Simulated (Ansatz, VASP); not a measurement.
# Na2S in VASP and in Ansatz

The input INCAR:

```
SYSTEM = Na2S
ALGO = Normal
EDIFF = 1E-7
ENCUT = 520
GGA = PE
ISIF = 2
ISMEAR = -1
LASPH = .TRUE.
LCHARG = .FALSE.
LREAL = .FALSE.
LWAVE = .FALSE.
NBANDS = 17
NELM = 60
PREC = Accurate
SIGMA = 0.05
```

KPOINTS

```
k-points
0
G
  7 7 7
  0 0 0
```

The input POSCAR:

```
Na2S
1.0
    0.0000000000      3.2735000000      3.2735000000
    3.2735000000      0.0000000000      3.2735000000
    3.2735000000      3.2735000000      0.0000000000
S Na
1 2
Direct
    0.0024510000     -0.0041760000     -0.0004570000
    0.7428650000      0.7467610000      0.7588160000
    0.2636860000      0.2420640000      0.2423930000
```

Contents of input.yaml:

```yaml
crystal:
  lattice:
    - [0.0, 3.2735, 3.2735]
    - [3.2735, 0.0, 3.2735]
    - [3.2735, 3.2735, 0.0]
  atoms:
    - { symbol: S, position: [0.002451, -0.004176, -0.000457] }
    - { symbol: Na, position: [0.742865, 0.746761, 0.758816] }
    - { symbol: Na, position: [0.263686, 0.242064, 0.242393] }
hamiltonian:
  xc: pbe
  pseudopotentials: { kind: paw }
kpoints:
  mp_grid: { grid: [7, 7, 7] }
scf:
  occupations: { method: fermi_dirac, width: 0.05 }
output:
  forces: true
  stress: true
  eigenvalues: true
  write_density: true
  write_potential: true
  elf: true
  volumetric_format: npy
```

Change from the starting cell: atoms moved at random, drawn with an rms of 0.05 Å.

Alike in both runs: task single point; functional PBE; k mesh 7 × 7 × 7; occupations fermi-dirac, width 0.05 eV; no spin polarisation.

|  | VASP | Ansatz |
| --- | --- | --- |
| version | VASP 6.6.1 | Ansatz 0.2.0 |
| potentials or method | VASP PAW PBE potentials, release 64 (S, Na_pv) | Ansatz PAW |
| plane-wave cutoff (eV) | 520 | 420 |
| valence electrons in the cell | 20 | 24 |

|  | VASP | Ansatz | Ansatz less VASP |
| --- | --- | --- | --- |
| gap on the k mesh at the Fermi level (eV) | 2.45 | 2.45 | +0.002 |
| least direct gap on the mesh (eV) | 2.45 | 2.45 | +0.002 |
| pressure (GPa) | 0.3 | 0.3 | -0.02 |
| largest component of the traceless stress (GPa) | 0.22 | 0.21 | -0.005 |
| rms of the force components (eV/Å) | 0.063 | 0.062 | -0.0005 |

Atom by atom the forces differ by 0.000 eV/Å (rms over components). The two sets of potentials don't hold the same shells in valence.

Caveats: odd divisions of the mesh miss points on the zone boundary, where band edges often lie, so the gap on the mesh can be too wide (Ansatz).
